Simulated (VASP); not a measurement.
Here is a VASP 6.6.1 calculation.

INCAR

```
ALGO = Fast
EDIFF = 1E-8
ENCUT = 520
GGA = PE
ISIF = 2
ISMEAR = 0
LASPH = True
LCHARG = False
LEPSILON = True
LREAL = False
LWAVE = False
NELM = 100
PREC = Accurate
SIGMA = 0.01
```

Contents of KPOINTS:

```
k-points
0
Gamma
  8 8 8
```

File POSCAR:

```
AlN
1.0
    0.0000000000      1.9690000000      1.9690000000
    1.9690000000      0.0000000000      1.9690000000
    1.9690000000      1.9690000000      0.0000000000
Al N
1 1
Direct
    0.0000000000      0.0000000000      0.0000000000
    0.5000000000      0.5000000000      0.5000000000
```

Potentials or basis: VASP PAW PBE potentials, release 64 (Al, N).

Command:

```console
$ cat potpaw_PBE.64/Al/POTCAR potpaw_PBE.64/N/POTCAR > POTCAR
$ mpirun -np 1 vasp_std > vasp.out
```

Problem. What does it give for the electronic dielectric tensor (diagonal)?

Solution. 4.92.

Problem. Predict the Born charges (mean of the diagonal).

Solution. Al +2.90; N -2.90 e.

Problem. What does it give for the band gap on the k mesh?

Solution. 5.16 eV, indirect (least direct gap 6.87 eV).

Born effective charge tensors (e):
atom 1, Al
```
2.90 0.00 0.00
0.00 2.90 0.00
0.00 0.00 2.90
```
atom 2, N
```
-2.90  0.00  0.00
 0.00 -2.90  0.00
 0.00  0.00 -2.90
```

A k mesh can miss the band edges.
